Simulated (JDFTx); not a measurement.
InAs under changes of volume

One of the cells (27.489 Å³/atom); the others are scaled copies at fixed shape and fractional positions:

```xyz
2
Lattice="0.0000 3.0180 3.0180 3.0180 0.0000 3.0180 3.0180 3.0180 0.0000" Properties=species:S:1:pos:R:3 pbc="T T T"
In    0.0000    0.0000    0.0000
As    4.5270    4.5270    4.5270
```

| Item | Value |
| --- | --- |
| Program | JDFTx 1.7.0 (patched build) |
| Functional | RPBE |
| Potentials or basis | PseudoDojo-SR-PBE-0.5-standard |
| Cutoff | 1143 eV |
| Density cutoff | 9143 eV |
| k mesh | 8 × 8 × 8 |
| Occupations | fermi-dirac, width 0.05 eV |
| Spin | no spin polarisation |

```tsv
volume (Å³/atom)	energy over the lowest point (meV/atom)	pressure (GPa)
25.840	133.96	11.3
26.389	98.37	9.5
26.939	68.85	7.8
27.489	44.74	6.3
28.039	?	?
28.588	10.77	3.7
29.138	0.00	2.6
```

Q: What does the run at 28.039 Å³/atom give?

A: Energy over the lowest point 25.52 meV/atom; pressure 4.9 GPa.

Worked out: A Birch-Murnaghan fit of order 3 (a polynomial in V^(-2/3)) to the other rows has no minimum within the range. It gives 25.54 meV/atom at 28.039 Å³/atom, against the run's 25.52, and -dE/dV = 4.9 GPa, against 4.9.

Energies are extrapolated to zero smearing.

Caveats: the potentials were made for another functional, which shifts forces and pressure.
